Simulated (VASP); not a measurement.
# Vibrations of BP: a test of the settings, part 2 of 2

How far do the zone-centre frequencies of BP depend on the numerical settings? The starting structure is a measured crystal structure from the Crystallography Open Database.

VASP 6.6.1.

Results so far: reference T2 819.5 cm⁻¹.

### 3. Modes with a 7×7×7 mesh

Level of this step: LDA; plane waves and PAW (P, B) (VASP).

Against step 2 the input has a 7×7×7 mesh.

INCAR

```
SYSTEM = BP
PREC = Accurate
ENCUT = 450
EDIFF = 1E-08
NELM = 100
ISMEAR = 0
SIGMA = 0.03
LREAL = .FALSE.
ALGO = Normal
GGA = CA
NBANDS = 10
LORBIT = 11
LWAVE = .FALSE.
LCHARG = .FALSE.
KPAR = 4
IBRION = 8
LEPSILON = .TRUE.
ISIF = 2
```

POSCAR

```
BP
1.0
    0.0000000000      2.2449390464      2.2449390464
    2.2449390464      0.0000000000      2.2449390464
    2.2449390464      2.2449390464      0.0000000000
P B
1 1
Direct
    0.7500000000      0.7500000000      0.7500000000
    0.0000000000      0.0000000000      0.0000000000
```

KPOINTS

```
Automatic mesh
0
Gamma
7 7 7
0 0 0
```

Potentials, in the order of the species: P and B (LDA family, release 64).

Launch:

```sh
mpirun -np 4 vasp_std
```

Output:

```text
[... set-up lines as in an earlier step ...]
 entering main loop
       N       E                     dE             d eps       ncg     rms          rms(c)
DAV:   1     0.613211964090E+01    0.61321E+01   -0.35627E+03   408   0.631E+02
DAV:   2    -0.147589523145E+02   -0.20891E+02   -0.19833E+02   556   0.106E+02
DAV:   3    -0.152935407290E+02   -0.53459E+00   -0.53289E+00   474   0.161E+01
DAV:   4    -0.152964420109E+02   -0.29013E-02   -0.29008E-02   498   0.132E+00
[...]
DAV:  11    -0.143928145318E+02   -0.19975E-05   -0.74222E-06   478   0.144E-02    0.386E-02
DAV:  12    -0.143928141695E+02    0.36227E-06   -0.20558E-06   460   0.656E-03    0.957E-03
DAV:  13    -0.143928141770E+02   -0.74751E-08   -0.81390E-08   502   0.180E-03
   1 F= -.14392814E+02 E0= -.14392814E+02  d E =-.220508E-19
 Linear response reoptimize wavefunctions to high precision
DAV:   1    -0.143928141730E+02    0.39902E-08   -0.16414E-08   452   0.588E-04
DAV:   2    -0.143928141731E+02   -0.26830E-10   -0.30612E-10   240   0.142E-04
 Linear response G [H, r] |phi>, progress :
  Direction:   1
[...]
force on displaced ion       1 direction 1 : -19.842  -0.000  -0.000
 Born effective charge ion    1 direction 1 :   0.530   0.000   0.000
 Linear response progress:
  Degree of freedom:   2/  2
       N       E                     dE             d eps       ncg     rms          rms(c)
RMM:   1    -0.468980845291E-01   -0.46898E-01   -0.10731E-02  3085   0.115E+00
RMM:   2    -0.427222955632E-01    0.41758E-02   -0.25942E-04  2009   0.242E-01    0.154E-01
RMM:   3    -0.427205507264E-01    0.17448E-05    0.12710E-04  2069   0.945E-02    0.806E-02
RMM:   4    -0.431444036900E-01   -0.42385E-03    0.50481E-06  2027   0.888E-02    0.974E-03
RMM:   5    -0.431427609322E-01    0.16428E-05    0.76707E-06  2158   0.110E-02    0.124E-03
RMM:   6    -0.431450761310E-01   -0.23152E-05    0.58069E-07  2152   0.132E-03    0.444E-04
RMM:   7    -0.431436875567E-01    0.13886E-05    0.56409E-07  2206   0.348E-04    0.112E-04
RMM:   8    -0.431439422547E-01   -0.25470E-06    0.16682E-07  2245   0.622E-05    0.321E-05
RMM:   9    -0.431439362280E-01    0.60267E-08   -0.93509E-08  2284   0.225E-05    0.358E-06
 first order change of Fermi-energy  -0.35393E-04
 force on displaced ion       2 direction 1 : -19.842   0.000   0.000
 Born effective charge ion    2 direction 1 :  -0.702   0.000   0.000
 Born effective charges drift removed
 Linear response finished
```

Wall time 32 s (4 MPI ranks of AMD EPYC 7R43, shared host); peak memory 0.49 GiB; 2 min of CPU time.

From OUTCAR (step 3):

```text
  Total        0.0053637      0.0053637      0.0053637      0.0000000      0.0000000      0.0000000
  in kB        0.3797761      0.3797761      0.3797761      0.0000000      0.0000000      0.0000000
  external PRESSURE =       0.3797761 kB  Pullay stress =       0.0000000 kB

 POSITION                                       TOTAL-FORCE (eV/Angst)
 -----------------------------------------------------------------------------------
      3.36741      3.36741      3.36741        -0.000000      0.000000     -0.000000
      0.00000      0.00000      0.00000         0.000000     -0.000000      0.000000
 -----------------------------------------------------------------------------------
    total drift:                               -0.000000     -0.000000     -0.000000

 MACROSCOPIC STATIC DIELECTRIC TENSOR (including local field effects in DFT)
 ------------------------------------------------------
           9.826214    -0.000000     0.000000
           0.000000     9.826214     0.000000
          -0.000000     0.000000     9.826214
 ------------------------------------------------------

 MACROSCOPIC STATIC DIELECTRIC TENSOR IONIC CONTRIBUTION
 ------------------------------------------------------
           0.151567     0.000000    -0.000000
           0.000000     0.151567     0.000000
          -0.000000     0.000000     0.151567
 ------------------------------------------------------

[... 1 part as in an earlier step ...]

[... 1 further part left out ...]
```

With a 7×7×7 mesh the mode is T2 820.5 cm⁻¹, +1.0 cm⁻¹ from the reference.

### 4. Modes with a cutoff of 320 eV

Against step 2 the input has ENCUT = 320.

INCAR: that of step 3 with these lines changed.

```diff
@@ -2,3 +2,3 @@
 PREC = Accurate
-ENCUT = 450
+ENCUT = 320
 EDIFF = 1E-08
```

POSCAR is that of step 3.

KPOINTS

```
Automatic mesh
0
Gamma
12 12 12
0 0 0
```

Launch:

```sh
mpirun -np 4 vasp_std
```

Output:

```text
[... set-up lines as in an earlier step ...]
 entering main loop
       N       E                     dE             d eps       ncg     rms          rms(c)
DAV:   1     0.522436045660E+00    0.52244E+00   -0.29949E+03  1480   0.486E+02
DAV:   2    -0.149443321199E+02   -0.15467E+02   -0.14878E+02  2074   0.867E+01
DAV:   3    -0.152860265885E+02   -0.34169E+00   -0.34089E+00  1742   0.118E+01
DAV:   4    -0.152874284760E+02   -0.14019E-02   -0.14018E-02  1768   0.853E-01
[...]
DAV:  11    -0.143899877643E+02   -0.20623E-05   -0.61413E-06  1842   0.135E-02    0.388E-02
DAV:  12    -0.143899873938E+02    0.37043E-06   -0.20634E-06  1640   0.639E-03    0.857E-03
DAV:  13    -0.143899874024E+02   -0.85569E-08   -0.61511E-08  1714   0.163E-03
   1 F= -.14389987E+02 E0= -.14389987E+02  d E =-.544977E-21
 Linear response reoptimize wavefunctions to high precision
DAV:   1    -0.143899873961E+02    0.63071E-08   -0.15950E-08  1618   0.566E-04
DAV:   2    -0.143899873961E+02   -0.32742E-10   -0.31002E-10   844   0.139E-04
 Linear response G [H, r] |phi>, progress :
  Direction:   1
[...]
force on displaced ion       1 direction 1 : -19.758  -0.000  -0.000
 Born effective charge ion    1 direction 1 :   0.622   0.000   0.000
 Linear response progress:
  Degree of freedom:   2/  2
       N       E                     dE             d eps       ncg     rms          rms(c)
RMM:   1    -0.467933302676E-01   -0.46793E-01   -0.92743E-03 13763   0.113E+00
RMM:   2    -0.428441627103E-01    0.39492E-02   -0.73755E-04  8818   0.235E-01    0.155E-01
RMM:   3    -0.428224127822E-01    0.21750E-04   -0.98757E-05  9075   0.924E-02    0.812E-02
RMM:   4    -0.432402997074E-01   -0.41789E-03   -0.13506E-04  8872   0.879E-02    0.987E-03
RMM:   5    -0.432258922888E-01    0.14407E-04    0.36323E-06  9466   0.104E-02    0.122E-03
RMM:   6    -0.432285979211E-01   -0.27056E-05    0.38788E-07  9449   0.125E-03    0.443E-04
RMM:   7    -0.432272397424E-01    0.13582E-05    0.29903E-07  9683   0.334E-04    0.110E-04
RMM:   8    -0.432274522529E-01   -0.21251E-06    0.38987E-08  9865   0.564E-05    0.317E-05
RMM:   9    -0.432274437095E-01    0.85434E-08   -0.60622E-08 10057   0.217E-05    0.321E-06
 first order change of Fermi-energy  -0.33941E-04
 force on displaced ion       2 direction 1 : -19.757  -0.000  -0.000
 Born effective charge ion    2 direction 1 :  -0.621   0.000   0.000
 Born effective charges drift removed
 Linear response finished
```

Wall time 70 s (4 MPI ranks); peak memory 0.65 GiB.

OUTCAR, selected parts (step 4):

```text
  Total       -0.1026233     -0.1026233     -0.1026233     -0.0000000      0.0000000     -0.0000000
  in kB       -7.2662902     -7.2662902     -7.2662902     -0.0000000      0.0000000     -0.0000000
  external PRESSURE =      -7.2662902 kB  Pullay stress =       0.0000000 kB

 POSITION                                       TOTAL-FORCE (eV/Angst)
 -----------------------------------------------------------------------------------
      3.36741      3.36741      3.36741         0.000000     -0.000000     -0.000000
      0.00000      0.00000      0.00000        -0.000000      0.000000      0.000000
 -----------------------------------------------------------------------------------
    total drift:                               -0.000000     -0.000000     -0.000000

 MACROSCOPIC STATIC DIELECTRIC TENSOR (including local field effects in DFT)
 ------------------------------------------------------
           9.208739     0.000000    -0.000000
          -0.000000     9.208739     0.000000
           0.000000     0.000000     9.208739
 ------------------------------------------------------

 MACROSCOPIC STATIC DIELECTRIC TENSOR IONIC CONTRIBUTION
 ------------------------------------------------------
           0.155590     0.000000     0.000000
           0.000000     0.155590    -0.000000
           0.000000    -0.000000     0.155590
 ------------------------------------------------------

[... 1 part as in an earlier step ...]

[... 1 further part left out ...]
```

With a cutoff of 320 eV the mode is T2 818.8 cm⁻¹, -0.7 cm⁻¹ from the reference.

### 5. Modes with a 16×16×16 mesh

Against step 2 the input has a 16×16×16 mesh.

INCAR: that of step 4 with these lines changed.

```diff
@@ -2,3 +2,3 @@
 PREC = Accurate
-ENCUT = 320
+ENCUT = 450
 EDIFF = 1E-08
```

POSCAR is that of step 4.

KPOINTS

```
Automatic mesh
0
Gamma
16 16 16
0 0 0
```

Launch:

```sh
mpirun -np 4 vasp_std
```

Output:

```text
[... set-up lines as in an earlier step ...]
 entering main loop
       N       E                     dE             d eps       ncg     rms          rms(c)
DAV:   1     0.545010869254E+01    0.54501E+01   -0.37126E+03  2900   0.644E+02
DAV:   2    -0.148151501853E+02   -0.20265E+02   -0.19097E+02  4030   0.104E+02
DAV:   3    -0.152981444525E+02   -0.48299E+00   -0.48218E+00  3532   0.151E+01
DAV:   4    -0.153000441074E+02   -0.18997E-02   -0.18994E-02  3544   0.111E+00
[...]
DAV:  11    -0.143991890526E+02   -0.19332E-05   -0.57537E-06  3680   0.133E-02    0.376E-02
DAV:  12    -0.143991887321E+02    0.32054E-06   -0.19282E-06  3306   0.627E-03    0.871E-03
DAV:  13    -0.143991887392E+02   -0.71099E-08   -0.62400E-08  3478   0.167E-03
   1 F= -.14399189E+02 E0= -.14399189E+02  d E =-.193322E-21
 Linear response reoptimize wavefunctions to high precision
DAV:   1    -0.143991887357E+02    0.34701E-08   -0.12340E-08  3252   0.518E-04
DAV:   2    -0.143991887358E+02   -0.44110E-10   -0.24617E-10  1680   0.128E-04
 Linear response G [H, r] |phi>, progress :
  Direction:   1
[...]
RMM:  11    -0.411798485670E-01    0.77046E-08   -0.92789E-08 19307   0.478E-06    0.301E-07
 first order change of Fermi-energy   0.13546E-03
 force on displaced ion       1 direction 1 : -19.790  -0.000  -0.000
 Born effective charge ion    1 direction 1 :   0.625   0.000   0.000
 Linear response progress:
  Degree of freedom:   2/  2
       N       E                     dE             d eps       ncg     rms          rms(c)
RMM:   1    -0.466174377294E-01   -0.46617E-01   -0.86697E-03 30693   0.115E+00
RMM:   2    -0.427502824834E-01    0.38672E-02   -0.88473E-04 19569   0.240E-01    0.154E-01
RMM:   3    -0.427145201932E-01    0.35762E-04   -0.15992E-04 20200   0.940E-02    0.805E-02
RMM:   4    -0.431272280752E-01   -0.41271E-03   -0.17739E-04 19791   0.887E-02    0.972E-03
[...]
RMM:   9    -0.431082719121E-01    0.24804E-07    0.39652E-08 22307   0.239E-05    0.345E-06
RMM:  10    -0.431082936385E-01   -0.21726E-07    0.45533E-08 22398   0.804E-06    0.143E-06
RMM:  11    -0.431082852444E-01    0.83941E-08    0.57371E-08 19693   0.493E-06    0.199E-07
 first order change of Fermi-energy  -0.39753E-04
 force on displaced ion       2 direction 1 : -19.788   0.000   0.000
 Born effective charge ion    2 direction 1 :  -0.625   0.000   0.000
 Born effective charges drift removed
 Linear response finished
```

Run time: 3.7 min. Hardware: 4 MPI ranks; peak memory 1.4 GiB.

Parts of OUTCAR (step 5):

```text
  Total       -0.0019176     -0.0019176     -0.0019176      0.0000000      0.0000000     -0.0000000
  in kB       -0.1357776     -0.1357776     -0.1357776      0.0000000      0.0000000     -0.0000000
  external PRESSURE =      -0.1357776 kB  Pullay stress =       0.0000000 kB

 POSITION                                       TOTAL-FORCE (eV/Angst)
 -----------------------------------------------------------------------------------
      3.36741      3.36741      3.36741         0.000000      0.000000      0.000000
      0.00000      0.00000      0.00000        -0.000000     -0.000000     -0.000000
 -----------------------------------------------------------------------------------
    total drift:                               -0.000000     -0.000000     -0.000000

 MACROSCOPIC STATIC DIELECTRIC TENSOR (including local field effects in DFT)
 ------------------------------------------------------
           9.194415    -0.000000     0.000000
           0.000000     9.194415     0.000000
          -0.000000    -0.000000     9.194415
 ------------------------------------------------------

 MACROSCOPIC STATIC DIELECTRIC TENSOR IONIC CONTRIBUTION
 ------------------------------------------------------
           0.157244     0.000000     0.000000
           0.000000     0.157244     0.000000
           0.000000     0.000000     0.157244
 ------------------------------------------------------

[... 1 part as in an earlier step ...]

[... 1 further part left out ...]
```

With a 16×16×16 mesh the mode is T2 819.4 cm⁻¹, -0.1 cm⁻¹ from the reference.

### 6. Modes with finite displacements

Against step 2 the input has IBRION = 6, NFREE = 2, POTIM = 0.015 and no LEPSILON (also changed: NSW).

INCAR: that of step 5 with these lines changed.

```diff
@@ -15,4 +15,6 @@
 KPAR = 4
-IBRION = 8
-LEPSILON = .TRUE.
+IBRION = 6
+NFREE = 2
+POTIM = 0.015
+NSW = 1
 ISIF = 2
```

POSCAR is that of step 5.

KPOINTS

```
Automatic mesh
0
Gamma
12 12 12
0 0 0
```

Launch:

```sh
mpirun -np 4 vasp_std
```

Output:

```text
[... set-up lines as in an earlier step ...]
 entering main loop
       N       E                     dE             d eps       ncg     rms          rms(c)
[... 13 cycles as in an earlier step ...]
   1 F= -.14399141E+02 E0= -.14399141E+02  d E =-.462148E-21
[...]
2 F= -.14396915E+02 E0= -.14396915E+02  d E =-.437123E-21
[...]
3 F= -.14396915E+02 E0= -.14396915E+02  d E =-.440643E-21
[...]
4 F= -.14396915E+02 E0= -.14396915E+02  d E =-.434986E-21
[...]
5 F= -.14396915E+02 E0= -.14396915E+02  d E =-.434035E-21
 Finite differences progress:
  Degree of freedom:   2/  2
  Displacement:        2/  2
  Total:               4/  4
```

Wall time 35 s (4 MPI ranks); peak memory 0.66 GiB; 2.2 min of CPU time.

From OUTCAR (step 6):

```text
  Total       -0.0013182      0.0028630      0.0028630      0.0000000      0.1218684      0.0000000
  in kB       -0.0933365      0.2027132      0.2027132      0.0000000      8.6289499      0.0000000
  external PRESSURE =       0.1040300 kB  Pullay stress =       0.0000000 kB

 POSITION                                       TOTAL-FORCE (eV/Angst)
 -----------------------------------------------------------------------------------
      3.36741      3.36741      3.36741        -0.296708      0.000000      0.000000
     -0.01500      0.00000      0.00000         0.296708      0.000000      0.000000
 -----------------------------------------------------------------------------------
    total drift:                                0.000031     -0.000000     -0.000000

  FREE ENERGIE OF THE ION-ELECTRON SYSTEM (eV)
  ---------------------------------------------------
  free  energy   TOTEN  =       -14.3969152203 eV

  energy  without entropy=      -14.3969152203  energy(sigma->0) =      -14.39691522

[... 2 parts as in an earlier step ...]

[... 1 further part left out ...]
[key lines of the parts left out:]
E-fermi :   8.0936
```

The last energy, forces and stress in OUTCAR belong to the last displaced cell, not to that of POSCAR.

With finite displacements the mode is T2 819.3 cm⁻¹, -0.2 cm⁻¹ from the reference.

### 7. Comparison

```tsv
run	T2	method	core minutes
reference	819.5	perturbation theory	11.5
a 7×7×7 mesh	820.5	perturbation theory	2.13
a cutoff of 320 eV	818.8	perturbation theory	4.67
a 16×16×16 mesh	819.4	perturbation theory	14.9
finite displacements	819.3	finite displacements	2.33
```

Modes are in cm⁻¹, degenerate ones as one, matched between runs by symmetry and order. A number in brackets counts the listed modes of one symmetry from the lowest. The symmetry labels come from an automatic analysis and can be wrong where levels nearly coincide. Core minutes are wall time times ranks of the run shown, on a shared host.

### 8. What came out

| Property | Result |
| --- | --- |
| T2, reference | 819.5 cm⁻¹ |
| T2, a 7×7×7 mesh | 820.5 cm⁻¹ |
| T2, a cutoff of 320 eV | 818.8 cm⁻¹ |
| T2, a 16×16×16 mesh | 819.4 cm⁻¹ |
| T2, finite displacements | 819.3 cm⁻¹ |

**Reading.** The largest change comes with a 7×7×7 mesh: +1.0 cm⁻¹ in T2. On finer settings the modes change by up to -0.1 cm⁻¹ in T2 with a 16×16×16 mesh. Other changes move the modes by more: +1.0 cm⁻¹ in T2 with a 7×7×7 mesh and -0.7 cm⁻¹ in T2 with a cutoff of 320 eV. The dielectric constants and Born charges in the logs aren't compared here; at a small gap they can be far off, and in a run without a gap they mean nothing. The frequencies are harmonic, and the splitting of polar modes by their long-range field is left out. Further runs on this material are not shown.

[Lines on the potential files, build, host, timing and source positions are cut from VASP's logs without a mark.]

[Logs are printed without paths, hosts, clocks, repeated set-up lines and the standing remarks that a program may print on its own settings, such as how far it seeks lower states.]

[Hosts, paths, dates, database ids (printed as entryN), source tags and the programs' standing remarks are cut or masked in the printed files.]
